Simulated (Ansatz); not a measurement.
## Energy landscape near a PbSe structure

Theory: Ansatz 0.2.0, DFT PBE, scalar-relativistic, plane waves, PAW.

Settings: cutoff 420 eV, Γ-centred mesh 10×10×10 on the computed 2-atom cell, Gaussian smearing of 0.10 eV; no spin polarisation.

Reference cell:

```xyz
2
Lattice="3.7843 0.0000 0.0000 0.0000 3.7843 0.0000 0.0000 0.0000 3.7843" Properties=species:S:1:pos:R:3 pbc="T T T"
Pb    0.0000    0.0000    0.0000
Se    1.8922    1.8922    1.8922
```

Each variant moves atoms of this cell by the vectors given, if any (Å), and then applies a symmetric strain (tensor components, Cartesian axes). The reference cell isn't relaxed at this level. Energies are per atom at zero smearing, counted from the lowest variant. Pressure is positive in compression.

1. strain (xx yy zz yz xz xy, %) -1.82 -0.92 -1.21 -0.03 0.02 -0.10; moves: Pb1 (-0.046, -0.018, -0.034); Se2 (0.046, 0.018, 0.034)
2. strain (xx yy zz yz xz xy, %) 1.38 1.38 2.88 0.46 0.46 0.32; moves: Pb1 (-0.177, 0.177, 0.000); Se2 (0.177, -0.177, 0.000)
3. strain (xx yy zz yz xz xy, %) -3.82 -3.82 5.18 0.00 0.00 0.00; moves: Pb1 (0.000, 0.000, 0.250); Se2 (0.000, 0.000, -0.250)

```csv
result,ΔE (meV/atom),P (GPa),largest force (eV/Å)
A,0.0,0.18,0.05
B,34.1,2.34,0.06
C,42.8,5.36,0.22
```

Problem. Which variant gave which result?

Solution. A is 2, B is 1, C is 3.

Spin–orbit coupling is left out, which can shift energies with elements as heavy as these.

This CsCl-type form isn't the usual stable structure of the compound.